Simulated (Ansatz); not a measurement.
Wanted: the native input for an Ansatz 0.2.0 run.

```
Task                : single point
Functional          : PBE
Potentials or basis : all-electron LAPW, scalar-relativistic
Cutoff              : 269 eV (chosen from the basis error)
Basis error allowed : 0.001 eV/atom
k mesh              : 8 × 8 × 8
Occupations         : fermi-dirac, width 0.05 eV
Spin                : no spin polarisation
```

Se:

```
CELL_PARAMETERS angstrom
0.00000 -3.40690 0.00000
-3.40690 0.00000 0.00000
0.00000 0.00000 -3.40690
ATOMIC_POSITIONS crystal
Se 0.46559 0.51680 0.44619
Se 0.03441 0.98320 0.05381
```

This isn't the form of Se at room conditions, which is trigonal, of chains.

The cell isn't the ideal one: atom 1 moved 0.45 Å.

One way to write it, as run:

input.yaml

```yaml
crystal:
  lattice:
    - [0.0, -3.40689723, 0.0]
    - [-3.40689723, 0.0, 0.0]
    - [0.0, 0.0, -3.40689723]
  atoms:
    - { symbol: Se, position: [0.46559164, 0.51679749, 0.44618996] }
    - { symbol: Se, position: [0.03440836, 0.98320251, 0.05381004] }
kpoints:
  mp_grid: { grid: [8, 8, 8] }
scf:
  occupations: { method: fermi_dirac, width: 0.05 }
hamiltonian:
  xc: pbe
  pseudopotentials: { kind: all_electron, lapw: { basis_error: 0.001 } }
output:
  forces: true
  stress: true
  eigenvalues: true
  populations: true
```

Potentials or basis: all-electron LAPW, scalar-relativistic.

Launch:

```bash
$ ansatz run input.yaml --threads 2 --pin off --max-ram 6144MiB --backend cpu --events-out ev --progress --plain --runs-dir out
```

Results of the run:

| Quantity | Value |
| --- | --- |
| Pressure | 6.7 GPa |
| Largest force | 0.352 eV/Å |
| Band gap on the k mesh | none (metal or under the smearing width) |

It took 32 s on 2 threads of Arm Neoverse V1, on a shared host, peak memory 0.65 GiB.
